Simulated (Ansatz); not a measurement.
# CoSi (Pm-3m) in Ansatz: reference runs

Aim: a first look at CoSi with PBE, on the cell as given and on a disturbed one.

Program: Ansatz 0.2.0. These are calculated values, not measurements. Logs are shortened: lines on timing, memory, paths and dates and some standing lists are left out, and cuts for length are marked.

## 1. Starting point

Symmetry: Pm-3m, No. 221, cubic system. The conventional cell has a = 2.781 Å, b = 2.781 Å, c = 2.781 Å, α = 90.00°, β = 90.00°, γ = 90.00°. Around Co (site symmetry m-3m) lie 8 Si at 2.41 Å. Si (site symmetry m-3m) is surrounded by 8 Co at 2.41 Å.

Measurements of this composition are mostly on another form, of space group No. 198.

## 2. Single point, PBE, collinear spin, ferromagnetic start

input.yaml reads:

```yaml
crystal:
  lattice:
    - [2.781334, 0.0, 0.0]
    - [0.0, 2.781334, 0.0]
    - [0.0, 0.0, 2.781334]
  atoms:
    - { symbol: Co, position: [0.0, 0.0, 0.0], spin: 2.0 }
    - { symbol: Si, position: [0.5, 0.5, 0.5] }
kpoints:
  mp_grid: { grid: [10, 10, 10] }
scf:
  occupations: { method: fermi_dirac, width: 0.05 }
hamiltonian:
  xc: pbe
  pseudopotentials: { kind: all_electron, lapw: { basis_error: 0.001 } }
magnetization:
  spin_polarized: true
output:
  forces: true
  stress: true
  eigenvalues: true
  populations: true
```

Potentials or basis: all-electron LAPW, scalar-relativistic.

Launch:

```console
ansatz run input.yaml --threads 2 --pin off --max-ram 6144MiB --backend cpu --events-out ev --progress --plain --runs-dir out
```

Output:

```text
Warning: RAYON_NUM_THREADS=2 ignored (pool sized by the plan → 2); use --threads N
Co: projections on atomic orbitals take those of the free atom 1s2 2s2 2p6 3s2 3p6 3d7 4s2, of charge +0.00 (hamiltonian.pseudopotentials.projection_atoms)
Si: projections on atomic orbitals take those of the free atom 1s2 2s2 2p6 3s2 3p2, of charge +0.00 (hamiltonian.pseudopotentials.projection_atoms)
LAPW: plane waves up to 8.443 Å⁻¹, error target 1.0e-3 eV per atom; small_component_spin mean_spin; Si in spheres of 1.095 Å, 12 of its electrons in bands, Dirac shells []; Co in spheres of 1.313 Å, 17 of its electrons in bands, Dirac shells [] (how accurate: hamiltonian.pseudopotentials.lapw.basis_error, Limitations)
Engine: ansatz 0.2.0, aarch64-unknown-linux-gnu
Pseudopotentials: kind: all_electron
Pseudopotential: Co, LAPW, valence charge 17, lapw/all_electron/scalar/gaussian/Co, Koelling and Harmon's equation, gaussian nucleus
Pseudopotential: Si, LAPW, valence charge 12, lapw/all_electron/scalar/gaussian/Si, Koelling and Harmon's equation, gaussian nucleus
Functional definition: PBE
  parameter kappa = 0.804
  parameter beta = 0.06672455060314922
  exchange = pbe_x(kappa = kappa, mu = beta*pi^2/3)
  correlation = pbe_c(beta = beta)
Crystal: 2 atoms, lattice volume = 21.516 Å³
Basis set: ecut = 271.58825235919693 eV, 203 PW (Γ), exchange–correlation at level 2
Bands: 20, of which v1, the nominal top of the filled ones, is band 15 counted from 1 (14 counted from 0)
Symmetry: 48 space group operations
Space group: Pm-3m (ITA 221), of the structure as read, at distance tolerance 2.8e-5 Å
Magnetic group: BNS 221.92 (UNI 1594), of the structure as read, at distance tolerance 2.8e-5 Å
k-points: 56 of 1000
Non-local potential: Co, projectors of the file, none
Non-local potential: Si, projectors of the file, none
Initial density: superposition of atomic densities (chi_scale 0.1, normalization cell)
Starting moments: Σ|m| = 2 μB on 1 of 2 sites
Initial wavefunctions: plane waves of lowest kinetic energy (no species holds an atomic orbital)
Functional: x = pbe(κ = 0.804, μ = 0.2195149727645171), c = pbe(β = 0.06672455060314922)
iter 1 solved again at ethr=1.81e-3 eV; its pass at ethr=1.00e-1 eV (dr2=5.26e-1 eV) is discarded
SCF iter   1: F=—  HF=-45811.014810 eV  |F-HF|=—  |Δ(HF+E_count)|=         —  Δρ=5.86e-2 (↑3.73e-2 ↓5.86e-2)  dr2=5.25e-1  dr2_m=3.93e-1  M=0.593 μB ∫|m|=0.703 μB  β_m=0.30  ethr=1.81e-3  ⟨swp⟩=2.0  Hψ=15553  notcnv=0
Mixer restart at iter 1: flushing history
preconditioner: auto → none  [metal: Δε(μ)=0.003 eV  Ē_g=10.625 eV  σ=0.050 eV  W_gap=0.02  n_scr=6 (ndim 8)  ℏωp=28.9 eV  f_vac=0.000  D(μ)=1.73/eV (n_scr^D=18)  sad-step TF]
SCF iter   2: F=—  HF=-45810.855741 eV  |F-HF|=—  |Δ(HF+E_count)|=   1.59e-1  Δρ=3.97e-2 (↑2.72e-2 ↓3.97e-2)  dr2=2.12e-1  dr2_m=1.95e-1  M=0.600 μB ∫|m|=0.680 μB  β_m=0.62  ethr=1.81e-3  ⟨swp⟩=2.0  Hψ=6405  notcnv=0
SCF iter   3: F=—  HF=-45811.188046 eV  |F-HF|=—  |Δ(HF+E_count)|=   3.32e-1  Δρ=2.49e-2 (↑1.36e-2 ↓2.49e-2)  dr2=4.12e-1  dr2_m=1.23e-2  M=0.458 μB ∫|m|=0.498 μB  β_m=0.46  ethr=7.30e-4  ⟨swp⟩=2.6  Hψ=6570  notcnv=0
iter 4 solved again at ethr=2.06e-6 eV; its pass at ethr=7.30e-4 eV (dr2=5.97e-4 eV) is discarded
SCF iter   4: F=—  HF=-45810.653406 eV  |F-HF|=—  |Δ(HF+E_count)|=   5.35e-1  Δρ=2.31e-3 (↑1.76e-3 ↓2.31e-3)  dr2=6.02e-4  dr2_m=3.32e-4  M=0.554 μB ∫|m|=0.595 μB  β_m=0.61  ethr=2.06e-6  ⟨swp⟩=3.0  Hψ=11789  notcnv=0
SCF iter   5: F=—  HF=-45810.657642 eV  |F-HF|=—  |Δ(HF+E_count)|=         —  Δρ=7.42e-4 (↑6.93e-4 ↓7.42e-4)  dr2=1.67e-4  dr2_m=1.86e-5  M=0.554 μB ∫|m|=0.593 μB  β_m=0.81  ethr=2.06e-6  ⟨swp⟩=3.0  Hψ=6376  notcnv=0
the basis was enlarged: its passes take 1.6 MiB over the memory plan, 2 of 2 planned eigensolver slots
SCF iter   6: F=—  HF=-45810.658323 eV  |F-HF|=—  |Δ(HF+E_count)|=   6.81e-4  Δρ=1.36e-4 (↑1.17e-4 ↓1.36e-4)  dr2=3.50e-6  dr2_m=2.35e-6  M=0.554 μB ∫|m|=0.592 μB  β_m=0.85  ethr=5.74e-7  ⟨swp⟩=3.0  Hψ=6435  notcnv=0
SCF iter   7: F=—  HF=-45810.658332 eV  |F-HF|=—  |Δ(HF+E_count)|=   8.85e-6  Δρ=2.87e-5 (↑2.87e-5 ↓2.62e-5)  dr2=1.82e-7  dr2_m=1.16e-7  M=0.555 μB ∫|m|=0.592 μB  β_m=0.93  ethr=1.21e-8  ⟨swp⟩=3.0  Hψ=6262  notcnv=0
SCF iter   8: F=—  HF=-45810.658333 eV  |F-HF|=—  |Δ(HF+E_count)|=   1.06e-6  Δρ=3.91e-6 (↑3.91e-6 ↓1.50e-6)  dr2=6.63e-9  dr2_m=6.59e-10  M=0.555 μB ∫|m|=0.592 μB  β_m=0.87  ethr=6.27e-10  ⟨swp⟩=3.0  Hψ=6437  notcnv=0
SCF iter   9: F=-45810.658333 eV  HF=-45810.658333 eV  |F-HF|=9.17e-9  |Δ(HF+E_count)|=   1.21e-8  Δρ=1.79e-6 (↑1.47e-6 ↓1.79e-6)  dr2=2.73e-9  dr2_m=9.87e-11  M=0.555 μB ∫|m|=0.592 μB  ethr=2.29e-11  ⟨swp⟩=2.6  Hψ=6128  notcnv=0
SCF 1 converged in 9 iterations: F = -45810.658333 eV  dr2 = 2.73e-9
SCF converged after 9 iterations
Magnetization: 0.5551 μB (14.7776 up, 14.2224 down)
Absolute magnetization: 0.5923 μB (∫|ρ↑−ρ↓|)
Spin contamination: 0.0085 ħ² per cell (⟨S²⟩ above its minimum at these occupations)
Per-site moments (μB) at R_I (Å): [(0.5628669902828047, 1.3134200627693482), (0.00609870677465274, 1.0952858017475249)]
Free energy (F): -45810.658333 eV
Harris-Foulkes:  -45810.658333 eV  (|F-HF|=9.17e-9)
Internal energy: -45810.643362 eV  (E = F + TS)
E sigma→0 (E₀):  -45810.650847 eV
Entropy (-TS):   -0.014971 eV (-7.485 meV/atom)
Fermi energy:    18.870658 eV
--- Per-component energies (eV) ---
  E_band       = -867.831452
  E_kinetic    = 46396.399118
  E_xc         = -2196.335371
  E_electrostatic = -90010.707109  (all electrons and nuclei)
  E_smearing   = -0.014971  (= −TS)
  E_closure    = 0.000000  (closes the sum)
  E_atoms      = -45796.146146  (free atoms, spherical and without spin; not in F)
  Σ components = -45810.658333   (vs F -45810.658333, Δ=0.00e0)
  Basis errors (estimates in eV, not in F): energy 2.8e-4 per atom: plane waves 2.5e-4 (1.3e-4 summed), levels above the bands 7.4e-83, relativity 6.5e-9, radial functions 3.1e-5, core shells 5.8e-10; eigenvalues (radial functions only) 2.2e-6; not estimated: angular momenta, meshes, grids; target (lapw.basis_error) 1.0e-3; muffin-tin radii Si 1.095 Å, Co 1.313 Å
--- Forces (eV/Å), atoms counted from 1 ---
  atom   1  Co    -0.00000000     0.00000000     0.00000000
  atom   2  Si     0.00000000     0.00000000    -0.00000000
  max |Σ_I F_I| component: 3.94e-31 eV/Å
--- Stress (GPa, compression-positive) ---
        0.763563       0.000000       0.000000
        0.000000       0.763563       0.000000
        0.000000       0.000000       0.763563
  P = ⅓ Tr σ = 0.7636 GPa (7.636 kbar)
--- Band table (eV; the first three rows and the last of 112) ---
  k-point 0 ↑: bands = ["-116.3110", "-76.7451", "-72.3587", "-72.3587", "-72.3587", "-40.0353", "-40.0353", "-40.0353", "4.5334", "14.6478", "14.6478", "17.2530", "17.2530", "17.2530", "21.7716", "21.7716", "21.7716", "26.2220", "26.2220", "30.7830"]
  k-point 1 ↑: bands = ["-116.3110", "-76.7447", "-72.3591", "-72.3587", "-72.3587", "-40.0408", "-40.0348", "-40.0348", "4.7260", "14.5491", "14.7108", "17.0882", "17.0882", "17.2671", "20.6120", "22.1018", "22.1018", "26.1621", "27.2695", "31.4666"]
  k-point 2 ↑: bands = ["-116.3109", "-76.7437", "-72.3598", "-72.3587", "-72.3587", "-40.0552", "-40.0336", "-40.0336", "5.2969", "14.0445", "14.8818", "16.7208", "16.7208", "17.3041", "18.9896", "22.9710", "22.9710", "25.9921", "28.5485", "33.6511"]
  k-point 55 ↓: bands = ["-116.3067", "-76.0592", "-72.3569", "-72.3569", "-72.3569", "-39.4271", "-39.4271", "-39.4271", "12.9630", "12.9630", "12.9630", "17.1229", "18.7196", "18.7196", "20.0913", "20.0913", "20.0913", "22.4956", "22.4956", "22.4956"]
--- Löwdin populations: 2 sites ---
  site symbol       q [e]    m [muB]
     0     Co     26.5934     0.5401
     1     Si     14.1300     0.0383
  spilling = 0.006745 (of n_electrons = 41.000000)
```

It took 9.4 s on 2 threads of Arm Neoverse V2, shared host; peak memory 0.44 GiB.

Results:

- Free energy: -45810.6583 eV
- Pressure: 0.8 GPa
- Band gap on the k mesh: none (metal or under the smearing width)
- Net moment: 0.56 μB per cell
- Absolute moment: 0.59 μB per cell
- Site moments: Co +0.56; Si +0.01 μB

Levels at points of the mesh, in eV from the Fermi level:
Spin up:
| k point | band 12 | band 13 | band 14 | band 15 | band 16 | band 17 | band 18 | band 19 |
| --- | --- | --- | --- | --- | --- | --- | --- | --- |
| (0.00, 0.00, 0.00) | -1.62 | -1.62 | -1.62 | 2.90 | 2.90 | 2.90 | 7.35 | 7.35 |
| (0.00, 0.00, -0.50) | -2.87 | -2.87 | -1.47 | -0.83 | 6.57 | 7.98 | 7.98 | 9.33 |
| (0.00, -0.50, -0.50) | -4.29 | -2.42 | -2.42 | -1.15 | 1.30 | 1.59 | 8.00 | 13.36 |
| (-0.50, -0.50, -0.50) | -1.76 | -1.10 | -1.10 | 1.21 | 1.21 | 1.21 | 3.38 | 3.38 |
Spin down:
| k point | band 11 | band 12 | band 13 | band 14 | band 15 | band 16 | band 17 | band 18 |
| --- | --- | --- | --- | --- | --- | --- | --- | --- |
| (0.00, 0.00, 0.00) | -3.60 | -1.26 | -1.26 | -1.26 | 2.92 | 2.92 | 2.92 | 7.64 |
| (0.00, 0.00, -0.50) | -2.75 | -2.59 | -2.59 | -1.11 | 0.06 | 6.56 | 8.08 | 8.08 |
| (0.00, -0.50, -0.50) | -5.34 | -3.84 | -2.10 | -2.10 | -0.20 | 1.61 | 2.10 | 8.01 |
| (-0.50, -0.50, -0.50) | -5.91 | -1.75 | -0.15 | -0.15 | 1.22 | 1.22 | 1.22 | 3.62 |

## 3. Single point, PBE, collinear spin, ferromagnetic start (atoms moved at random, drawn with an rms of 0.05 Å)

input.yaml: that of step 2 with these lines changed.

```diff
@@ -6,4 +6,4 @@
   atoms:
-    - { symbol: Co, position: [0.0, 0.0, 0.0], spin: 2.0 }
-    - { symbol: Si, position: [0.5, 0.5, 0.5] }
+    - { symbol: Co, position: [-0.010183, -0.011176, -0.000176], spin: 2.0 }
+    - { symbol: Si, position: [0.492713, 0.50471, 0.510975] }
 kpoints:
```

Potentials or basis: all-electron LAPW, scalar-relativistic.

Launch:

```console
ansatz run input.yaml --threads 2 --pin off --max-ram 6144MiB --backend cpu --events-out ev --progress --plain --runs-dir out
```

Output:

```text
Warning: RAYON_NUM_THREADS=2 ignored (pool sized by the plan → 2); use --threads N
Co: projections on atomic orbitals take those of the free atom 1s2 2s2 2p6 3s2 3p6 3d7 4s2, of charge +0.00 (hamiltonian.pseudopotentials.projection_atoms)
Si: projections on atomic orbitals take those of the free atom 1s2 2s2 2p6 3s2 3p2, of charge +0.00 (hamiltonian.pseudopotentials.projection_atoms)
LAPW: plane waves up to 8.664 Å⁻¹, error target 1.0e-3 eV per atom; small_component_spin mean_spin; Si in spheres of 1.076 Å, 12 of its electrons in bands, Dirac shells []; Co in spheres of 1.285 Å, 17 of its electrons in bands, Dirac shells [] (how accurate: hamiltonian.pseudopotentials.lapw.basis_error, Limitations)
Engine: ansatz 0.2.0, aarch64-unknown-linux-gnu
Pseudopotentials: kind: all_electron
Pseudopotential: Co, LAPW, valence charge 17, lapw/all_electron/scalar/gaussian/Co, Koelling and Harmon's equation, gaussian nucleus
Pseudopotential: Si, LAPW, valence charge 12, lapw/all_electron/scalar/gaussian/Si, Koelling and Harmon's equation, gaussian nucleus
Functional definition: PBE
  parameter kappa = 0.804
  parameter beta = 0.06672455060314922
  exchange = pbe_x(kappa = kappa, mu = beta*pi^2/3)
  correlation = pbe_c(beta = beta)
Crystal: 2 atoms, lattice volume = 21.516 Å³
Basis set: ecut = 285.98388846456925 eV, 251 PW (Γ), exchange–correlation at level 2
Bands: 20, of which v1, the nominal top of the filled ones, is band 15 counted from 1 (14 counted from 0)
Symmetry: 1 space group operations
Space group: P1 (ITA 1), of the structure as read, at distance tolerance 2.8e-5 Å
Magnetic group: BNS 1.1 (UNI 1), of the structure as read, at distance tolerance 2.8e-5 Å
k-points: 504 of 1000 (time reversal used)
Non-local potential: Co, projectors of the file, none
Non-local potential: Si, projectors of the file, none
Initial density: superposition of atomic densities (chi_scale 0.1, normalization cell)
Starting moments: Σ|m| = 2 μB on 1 of 2 sites
Initial wavefunctions: plane waves of lowest kinetic energy (no species holds an atomic orbital)
Functional: x = pbe(κ = 0.804, μ = 0.2195149727645171), c = pbe(β = 0.06672455060314922)
iter 1 solved again at ethr=1.93e-3 eV; its pass at ethr=1.00e-1 eV (dr2=5.60e-1 eV) is discarded
SCF iter   1: F=—  HF=-45811.016818 eV  |F-HF|=—  |Δ(HF+E_count)|=         —  Δρ=6.03e-2 (↑3.84e-2 ↓6.03e-2)  dr2=5.60e-1  dr2_m=4.17e-1  M=0.588 μB ∫|m|=0.696 μB  β_m=0.30  ethr=1.93e-3  ⟨swp⟩=2.0  Hψ=139296  notcnv=0
Mixer restart at iter 1: flushing history
preconditioner: auto → none  [metal: Δε(μ)=0.000 eV  Ē_g=10.632 eV  σ=0.050 eV  W_gap=0.00  n_scr=6 (ndim 8)  ℏωp=28.9 eV  f_vac=0.000  D(μ)=1.73/eV (n_scr^D=18)  sad-step TF]
SCF iter   2: F=—  HF=-45810.855385 eV  |F-HF|=—  |Δ(HF+E_count)|=   1.61e-1  Δρ=4.10e-2 (↑2.83e-2 ↓4.10e-2)  dr2=2.32e-1  dr2_m=2.08e-1  M=0.593 μB ∫|m|=0.673 μB  β_m=0.62  ethr=1.93e-3  ⟨swp⟩=2.0  Hψ=57460  notcnv=0
SCF iter   3: F=—  HF=-45811.148962 eV  |F-HF|=—  |Δ(HF+E_count)|=   2.94e-1  Δρ=2.51e-2 (↑1.37e-2 ↓2.51e-2)  dr2=4.21e-1  dr2_m=1.21e-2  M=0.455 μB ∫|m|=0.495 μB  β_m=0.46  ethr=7.98e-4  ⟨swp⟩=2.6  Hψ=58925  notcnv=0  defer=2
iter 4 solved again at ethr=2.53e-6 eV; its pass at ethr=7.98e-4 eV (dr2=7.34e-4 eV) is discarded
SCF iter   4: F=—  HF=-45810.645625 eV  |F-HF|=—  |Δ(HF+E_count)|=   5.03e-1  Δρ=2.58e-3 (↑1.84e-3 ↓2.58e-3)  dr2=7.40e-4  dr2_m=4.47e-4  M=0.552 μB ∫|m|=0.594 μB  β_m=0.61  ethr=2.53e-6  ⟨swp⟩=3.0  Hψ=105800  notcnv=0
SCF iter   5: F=—  HF=-45810.650151 eV  |F-HF|=—  |Δ(HF+E_count)|=         —  Δρ=7.98e-4 (↑7.51e-4 ↓7.98e-4)  dr2=2.36e-4  dr2_m=1.82e-5  M=0.552 μB ∫|m|=0.591 μB  β_m=0.81  ethr=2.53e-6  ⟨swp⟩=3.0  Hψ=57021  notcnv=0
the basis was enlarged: its passes take 565.5 KiB over the memory plan, 2 of 2 planned eigensolver slots
SCF iter   6: F=—  HF=-45810.650963 eV  |F-HF|=—  |Δ(HF+E_count)|=   8.12e-4  Δρ=1.56e-4 (↑1.21e-4 ↓1.56e-4)  dr2=3.22e-6  dr2_m=2.99e-6  M=0.553 μB ∫|m|=0.590 μB  β_m=0.83  ethr=8.14e-7  ⟨swp⟩=3.0  Hψ=57788  notcnv=0
SCF iter   7: F=—  HF=-45810.650972 eV  |F-HF|=—  |Δ(HF+E_count)|=   8.11e-6  Δρ=4.08e-5 (↑3.91e-5 ↓4.08e-5)  dr2=7.73e-7  dr2_m=1.91e-7  M=0.554 μB ∫|m|=0.591 μB  β_m=0.91  ethr=1.11e-8  ⟨swp⟩=3.0  Hψ=58236  notcnv=0
SCF iter   8: F=—  HF=-45810.650973 eV  |F-HF|=—  |Δ(HF+E_count)|=   1.69e-6  Δρ=9.76e-6 (↑8.64e-6 ↓9.76e-6)  dr2=1.05e-7  dr2_m=2.48e-9  M=0.554 μB ∫|m|=0.591 μB  β_m=0.82  ethr=2.67e-9  ⟨swp⟩=2.9  Hψ=56151  notcnv=0
SCF iter   9: F=—  HF=-45810.650973 eV  |F-HF|=—  |Δ(HF+E_count)|=   1.59e-8  Δρ=2.06e-6 (↑1.78e-6 ↓2.06e-6)  dr2=3.53e-9  dr2_m=2.47e-10  M=0.554 μB ∫|m|=0.591 μB  β_m=0.80  ethr=3.63e-10  ⟨swp⟩=2.9  Hψ=54290  notcnv=0
SCF iter  10: F=-45810.650973 eV  HF=-45810.650973 eV  |F-HF|=5.24e-10  |Δ(HF+E_count)|=   3.00e-9  Δρ=6.53e-7 (↑6.53e-7 ↓3.63e-7)  dr2=1.14e-10  dr2_m=3.24e-11  M=0.554 μB ∫|m|=0.591 μB  ethr=1.22e-11  ⟨swp⟩=3.0  Hψ=56445  notcnv=0
SCF 1 converged in 10 iterations: F = -45810.650973 eV  dr2 = 1.14e-10
SCF converged after 10 iterations
Magnetization: 0.5541 μB (14.7770 up, 14.2230 down)
Absolute magnetization: 0.5913 μB (∫|ρ↑−ρ↓|)
Spin contamination: 0.0085 ħ² per cell (⟨S²⟩ above its minimum at these occupations)
Per-site moments (μB) at R_I (Å): [(0.5628880494868653, 1.284955895978129), (0.0062663337711601486, 1.0758250598647743)]
Free energy (F): -45810.650973 eV
Harris-Foulkes:  -45810.650973 eV  (|F-HF|=5.24e-10)
Internal energy: -45810.636004 eV  (E = F + TS)
E sigma→0 (E₀):  -45810.643488 eV
Entropy (-TS):   -0.014970 eV (-7.485 meV/atom)
Fermi energy:    18.867833 eV
--- Per-component energies (eV) ---
  E_band       = -867.858264
  E_kinetic    = 46396.498507
  E_xc         = -2196.352557
  E_electrostatic = -90010.781954  (all electrons and nuclei)
  E_smearing   = -0.014970  (= −TS)
  E_closure    = 0.000000  (closes the sum)
  E_atoms      = -45796.146146  (free atoms, spherical and without spin; not in F)
  Σ components = -45810.650973   (vs F -45810.650973, Δ=0.00e0)
  Basis errors (estimates in eV, not in F): energy 3.0e-4 per atom: plane waves 2.6e-4 (1.4e-4 summed), levels above the bands 8.5e-83, relativity 9.4e-9, radial functions 3.9e-5, core shells 2.1e-9; eigenvalues (radial functions only) 1.5e-6; not estimated: angular momenta, meshes, grids; target (lapw.basis_error) 1.0e-3; muffin-tin radii Si 1.076 Å, Co 1.285 Å
--- Forces (eV/Å), atoms counted from 1 ---
  atom   1  Co     0.04028622     0.21883002     0.15439120
  atom   2  Si    -0.04028645    -0.21883088    -0.15439174
  max |Σ_I F_I| component: 8.66e-7 eV/Å
--- Stress (GPa, compression-positive) ---
        1.119798       0.092373       0.065011
        0.092373       0.950778       0.354961
        0.065011       0.354961       1.038319
  P = ⅓ Tr σ = 1.0363 GPa (10.363 kbar)
--- Band table (eV; the first three rows and the last of 1008) ---
  k-point 0 ↑: bands = ["-116.3086", "-76.7459", "-72.3565", "-72.3562", "-72.3560", "-40.0373", "-40.0363", "-40.0353", "4.5336", "14.6428", "14.6428", "17.2438", "17.2496", "17.2523", "21.7752", "21.7780", "21.7833", "26.2182", "26.2254", "30.7603"]
  k-point 1 ↑: bands = ["-116.3085", "-76.7455", "-72.3566", "-72.3564", "-72.3560", "-40.0420", "-40.0360", "-40.0355", "4.7262", "14.5443", "14.7059", "17.0818", "17.0858", "17.2637", "20.6143", "22.1051", "22.1155", "26.1618", "27.2685", "31.4429"]
  k-point 2 ↑: bands = ["-116.3085", "-76.7445", "-72.3573", "-72.3564", "-72.3559", "-40.0563", "-40.0349", "-40.0344", "5.2970", "14.0407", "14.8768", "16.7149", "16.7202", "17.3005", "18.9905", "22.9739", "22.9817", "25.9921", "28.5426", "33.5975"]
  k-point 503 ↓: bands = ["-116.3042", "-76.0616", "-72.3546", "-72.3543", "-72.3541", "-39.4307", "-39.4301", "-39.4285", "12.9559", "12.9620", "12.9634", "17.1237", "18.7150", "18.7163", "20.0778", "20.0829", "20.0923", "22.4963", "22.5066", "22.5160"]
--- Löwdin populations: 2 sites ---
  site symbol       q [e]    m [muB]
     0     Co     26.5939     0.5387
     1     Si     14.1298     0.0386
  spilling = 0.006739 (of n_electrons = 41.000000)
```

Run time: 2 min. Hardware: 2 threads of Arm Neoverse V2, shared host; peak memory 1.4 GiB.

Results:

- Free energy: -45810.6510 eV
- Pressure: 1.0 GPa
- Largest force: 0.271 eV/Å
- Band gap on the k mesh: none (metal or under the smearing width)
- Net moment: 0.55 μB per cell
- Absolute moment: 0.59 μB per cell
- Site moments: Co +0.56; Si +0.01 μB

Forces in eV/Å, atoms in the order of the input:
```
Co   0.040  0.219  0.154
Si  -0.040 -0.219 -0.154
```
